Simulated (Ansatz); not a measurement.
Input and output of a single-point calculation on BeS in the zincblende structure (Ansatz, PBE). The cell was relaxed with r2SCAN and then strained (isotropic +2.0 % on every length), with the atoms relaxed again with r2SCAN; k points keep the names of the unstrained zone.

The input:
```yaml
crystal:
  lattice:
    - [0.0, 2.482992355, 2.482992355]
    - [2.482992355, 0.0, 2.482992355]
    - [2.482992355, 2.482992355, 0.0]
  atoms:
    - { symbol: Be, position: [0.0, 0.0, 0.0] }
    - { symbol: S, position: [0.25, 0.25, 0.25] }
kpoints:
  mp_grid: { grid: [10, 10, 10] }
  band_path:
    path:
      - [0.0, 0.0, 0.0]
      - [-0.5, -0.5, 0.0]
      - [-0.375, -0.375, 0.25]
      - [-0.375, 0.0, 0.375]
      - [0.0, 0.0, 0.5]
      - [-0.5, -0.25, 0.25]
      - [-0.0375, 0.0, 0.0375]
      - [0.0, 0.5, 0.5]
    npoints: 1
hamiltonian:
  xc: pbe
scf:
  occupations: { method: fermi_dirac, width: 0.02 }
  n_extra_bands: 4
output:
  forces: true
  stress: true
  eigenvalues: true
```

Command: `ansatz run input.yaml --threads 2 --pin off --max-ram 29491MiB --backend cpu --events-out ev --progress --plain --runs-dir out`.

Q: It took 0.89 s on 2 threads of AMD EPYC 7R13 Processor (Zen 3), with other jobs on the host. What peak of host memory did it reach?

A: About 0.4 GiB.

The log, with set-up remarks and timings taken out:
```
scf.n_extra_bands = 4 over 4 filled bands (N_el = 8.0): the run solves 8 bands
Pseudopotential: Be, paw, valence charge 2, recommended cutoff 420 eV (normal)
Pseudopotential: S, paw, valence charge 6, recommended cutoff 420 eV (normal)
Functional definition: PBE
Crystal: 2 atoms, lattice volume = 30.617 Å³
Basis set: ecut = 420 eV, 609 PW (Γ)
Symmetry: 24 space group operations
Space group: F-43m (ITA 216)
k-points: 47 of 1000 (time reversal used)
preconditioner: auto → none  [insulator: Δε(μ)=3.257 eV  σ=0.020 eV  ℏωp=19.0 eV]
Free energy (F): -996.941199 eV
Fermi energy:    6.181718 eV
--- Per-component energies (eV) ---
  E_band       = -2.895118
  E_kinetic    = 126.198062
  E_local      = -123.554565
  E_nonlocal   = 32.515533
  E_hartree    = 38.032008
  E_xc         = -116.516676
  E_vxc        = -107.792056
  E_paw        = -659.821083
  E_vpaw       = -6.325900
  E_ewald      = -293.794479
--- Stress (GPa, compression-positive) ---
       -4.590583       0.000000       0.000000
        0.000000      -4.590583       0.000000
        0.000000       0.000000      -4.590583
  P = ⅓ Tr σ = -4.5906 GPa (-45.906 kbar)
--- Band table (eV; the first three rows and the last of 47) ---
  k-point 0: bands = [-8.6827, 4.5531, 4.5531, 4.5531, 9.8554, 10.2245, 10.2245, 10.2245]
  k-point 1: bands = [-8.5791, 3.7836, 4.4349, 4.4349, 9.9458, 10.4423, 10.4423, 10.9102]
  k-point 2: bands = [-8.2852, 2.2588, 4.1628, 4.1628, 9.9086, 10.8890, 10.8890, 12.4797]
  k-point 46: bands = [-6.7446, 0.4194, 1.2241, 1.5824, 10.3352, 11.7632, 13.4134, 13.9127]
```

The rows of the band table are 0: (0, 0, 0) = Γ, 1: (0, 0, 0.100), 2: (0, 0, 0.200), 46: (0.200, -1/2, -0.300).

Levels at the listed points, from bands.tsv (eV from the Fermi energy, bands near the gap, counted from 0):
```tsv
# k_distance	band_0	band_1	band_2	band_3	band_4	band_5	band_6	band_7
# fermi_ev = 6.181718
# [0, 0, 0] at k_distance = 0.000000
# [-0.5, -0.5, 0] at k_distance = 1.265245
# [-0.375, -0.375, 0.25] at k_distance = 1.712576
# [-0.375, 0, 0.375] at k_distance = 2.487377
# [0, 0, 0.5] at k_distance = 3.262178
# [-0.5, -0.25, 0.25] at k_distance = 4.156841
# [-0.0375, 0, 0.0375] at k_distance = 5.444814
# [0, 0.5, 0.5] at k_distance = 6.619006
# levels_relative_to = fermi_ev
0.000	-14.864	-1.629	-1.629	-1.629	3.674	4.043	4.043	4.043
1.265	-12.965	-6.298	-4.034	-4.034	1.628	3.319	10.542	10.542
1.713	-12.978	-5.875	-5.352	-3.621	2.798	5.737	8.549	9.218
2.487	-12.978	-5.875	-5.352	-3.621	2.798	5.737	8.549	9.218
3.262	-13.442	-6.974	-2.569	-2.569	3.580	4.917	4.917	9.232
4.157	-12.922	-5.618	-5.139	-4.650	4.769	6.446	6.528	6.803
5.445	-14.825	-1.914	-1.739	-1.644	3.756	4.089	4.158	4.292
6.619	-12.965	-6.298	-4.034	-4.034	1.628	3.319	10.542	10.542
```
In order the rows are Γ, X, U, K, L, W, Γ–K (0.10), X.

The PBE gap is indirect, 3.26 eV (Γ to X), below the direct gap of 5.30 eV at Γ. The mean pressure is -4.59 GPa (compression positive), so PBE would shrink the cell's volume.

Spin-unpolarised throughout; all numbers are computed.
